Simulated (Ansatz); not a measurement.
**Energy ranking of CoSn structures**

Computed with Ansatz, DFT PBE, scalar-relativistic, plane waves, PAW. All cells share a 420 eV cutoff and Γ-centred k meshes spaced at most about 0.3 Å⁻¹ (about 0.25 or finer for metals, 2π included). Spin is collinear in cells that carry moments; the others ran without spin or lost their moments.

Formation energies are uncorrected and refer to the elements' standard structures at the same level. The references include grey tin.

All energies are static (0 K, no zero-point motion). Larger cells and other orderings weren't all tried, so the list isn't exhaustive. A magnetic state wasn't ruled out in cells without spin, among them P6/mmm, P6_3/mmc at 17.2 Å³/atom, F-43m. Another magnetic order may lie lower.

Invented guesses and database cells were relaxed alike, and ends that match in structure, energy and magnetic state were merged. ΔE counts from the first row. Coordination counts all near atoms (those within 1.25 times the shortest distance at each site; a plus sign parts nearer from farther groups; a slash parts the counts of unlike sites). The ends were matched against large subsets of the Crystallography Open Database and the Materials Project, so a missing match doesn't prove that a structure is unreported.

```
#                             reached from                 type and space group  atoms  Å³/atom     coordination  ΔE (meV/atom)  gap on mesh (eV)           moments       in databases
1                 a Materials Project cell               CoSn, P6/mmm (No. 191)      6     17.1  Co 10, Sn 6/6+3              0              0.00              none  Materials Project
2          nickel arsenide type (P6_3/mmc)  nickel arsenide, P6_3/mmc (No. 194)      4     17.2       Co 8, Sn 6            103              0.00              none           no match
3                              random cell    caesium chloride, Pm-3m (No. 221)      2     15.8   Co 8+6, Sn 8+6            261              0.00  parallel, 0.8 μB           no match
4                              random cell    caesium chloride, Pm-3m (No. 221)      2     15.5   Co 8+6, Sn 8+6            283              0.00              none           no match
5                   a known structure type          CuPt (L1_1), R-3m (No. 166)      2     16.5   Co 6+6, Sn 6+6            357              0.00              none                  -
6  CdSe type (P6_3mc), changed on relaxing                   P6_3/mmc (No. 194)      4     21.0       Co 5, Sn 5            557              0.00              none           no match
7                 zinc blende type (F-43m)         zinc blende, F-43m (No. 216)      2     23.5       Co 4, Sn 4            845              0.00              none           no match
```

The lowest: Space group P6/mmm (No. 191), hexagonal, a = 5.297 Å, c = 4.230 Å. Around Co lie 6 Sn at 2.61–2.65 Å and 4 Co at 2.65 Å; Sn on a site of symmetry -6m2 is surrounded by 6 Co at 2.61 Å and 3 Sn at 3.06 Å; Sn on a site of symmetry 6/mmm is surrounded by 6 Co at 2.65 Å. Its energy over the elements is −0.09 eV/atom. A negative formation energy is needed for stability but isn't enough: competing phases decide. Materials Project cells can be hypothetical, and an observed structure of this formula, if there is one, may be missing.

```yaml
crystal:
  lattice:
    - [5.29661, 0.00000, 0.00000]
    - [-2.64831, 4.58700, 0.00000]
    - [0.00000, 0.00000, 4.23024]
  atoms:
    - { symbol: Co, position: [0.00000, 0.50000, 0.00000] }
    - { symbol: Co, position: [0.50000, 0.50000, 0.00000] }
    - { symbol: Co, position: [0.50000, 0.00000, 0.00000] }
    - { symbol: Sn, position: [0.66667, 0.33333, 0.50000] }
    - { symbol: Sn, position: [0.33333, 0.66667, 0.50000] }
    - { symbol: Sn, position: [0.00000, 0.00000, 0.00000] }
```

The second: Space group P6_3/mmc (No. 194), hexagonal, a = 3.898 Å, c = 5.232 Å. Around Co lie 6 Sn at 2.60 Å and 2 Co at 2.62 Å; Sn has 6 Co at 2.60 Å. Counting all near atoms, the first has Co 10, Sn 6/6+3 and the second has Co 8, Sn 6. Cells relaxed within their symmetry can be saddle points.

```
Co Sn
1.0
     3.89825    0.00000    0.00000
    -1.94912    3.37598    0.00000
     0.00000    0.00000    5.23170
Co Sn
2 2
Direct
  0.00000 0.00000 0.00000
  0.00000 0.00000 0.50000
  0.33333 0.66667 0.25000
  0.66667 0.33333 0.75000
```

Some candidate types were left out of the draw beforehand, so a known form may be missing.

The lowest cell is the CoSn type known from experiment: kagome nets of Co with Sn in their hexagons, alternating with honeycomb layers of Sn. The nickel arsenide cell also gives Co six Sn neighbours at almost the same distance, so the Co–Sn contacts alone don't readily explain the preference. The kagome net has four short Co–Co contacts per Co instead of two, and this extra d–d bonding probably contributes. The Sn–Sn contacts of 3.06 Å in the honeycomb layers, similar to those in white tin, may contribute too.

Packing matters, but density doesn't set the order. The open five- and four-coordinate cells lie highest, as expected for a metallic compound that gains little from directional tetrahedral bonds, yet the densest cells, of caesium chloride type, aren't the lowest. There, parallel moments lower the energy and slightly expand the lattice, the usual magnetovolume effect, but leave the cell well above the kagome structure. The ranking supports a structural preference, but doesn't show whether the flat bands expected of a kagome net lie near the Fermi level.
